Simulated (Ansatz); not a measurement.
Is this Al₃N stable against decomposition?

These are results of Ansatz, DFT PBE, scalar-relativistic, plane waves, PAW, not measurements. Settings: cutoff 420 eV, Γ-centred meshes spaced at most about 0.3 Å⁻¹, and about 0.25 Å⁻¹ or finer for metals (2π included), Gaussian smearing. No spin polarisation.

Energies over the elements count from the elements' standard structures at the same level (N₂ as a molecule), with no fitted energy shifts.

Temperature and zero-point effects are left out.

The competitors are the elements and 1 reference phase of this chemical system (from databases or known types: AlN), relaxed at the same level; other known phases may be missing.

The candidate was reached from: Nb3Au type (Cmmm).

```yaml
crystal:
  lattice:
    - [1.39992, -2.88675, 0.00000]
    - [1.39992, 2.88675, 0.00000]
    - [0.00000, 0.00000, 7.21746]
  atoms:
    - { symbol: Al, position: [0.50000, 0.50000, 0.81825] }
    - { symbol: Al, position: [0.00000, 0.00000, 0.50000] }
    - { symbol: Al, position: [0.50000, 0.50000, 0.18175] }
    - { symbol: N, position: [0.00000, 0.00000, 0.00000] }
```

Question: Is it stable, and against what?

Answer: Not stable. Its formation energy is -0.140 eV/atom. The lowest competing mixture at this composition is this:

```tsv
phase	space group	source	share of atoms	ΔE_f (eV/atom)
Al	-	element	0.5000	0.000
AlN	P6_3mc (No. 186)	Materials Project	0.5000	-1.368
```

The mixture lies at -0.684 eV/atom, and the candidate lies 0.54 eV/atom above it. The candidate matches no cell in the subsets of the Crystallography Open Database and the Materials Project at hand. The margin is far too high for a likely synthesis.
